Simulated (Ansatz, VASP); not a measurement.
**TiAl3: VASP beside Ansatz**

```
CELL_PARAMETERS angstrom
-1.87209 1.87209 4.19328
1.87209 -1.87209 4.19328
1.87209 1.87209 -4.19328
ATOMIC_POSITIONS crystal
Ti 0.00000 0.00000 0.00000
Al 0.25000 0.75000 0.50000
Al 0.75000 0.25000 0.50000
Al 0.50000 0.50000 0.00000
```

Change from the starting cell: volume scaled by 0.94.

Alike in both runs: task single point; functional PBE; k mesh 10 × 10 × 10; occupations fermi-dirac, width 0.05 eV; no spin polarisation.

|  | VASP | Ansatz |
| --- | --- | --- |
| version | VASP 6.6.1 | Ansatz 0.2.0 |
| potentials or method | VASP PAW PBE potentials, release 64 (Ti_sv, Al) | Ansatz PAW |
| plane-wave cutoff (eV) | 520 | 420 |
| valence electrons in the cell | 21 | 21 |

VASP gave:

```
gap on the k mesh at the Fermi level (eV)       : none
pressure (GPa)                                  : 10.1
largest component of the traceless stress (GPa) : 0.33
```

Q: What did Ansatz give for the same quantities?

A: gap on the k mesh at the Fermi level (eV): none; pressure (GPa): 10.1; largest component of the traceless stress (GPa): 0.32.

A gap of «none» marks a metal or a gap that the smearing closes. The functional is the same, so the differences come from potentials, cutoffs and numerics.
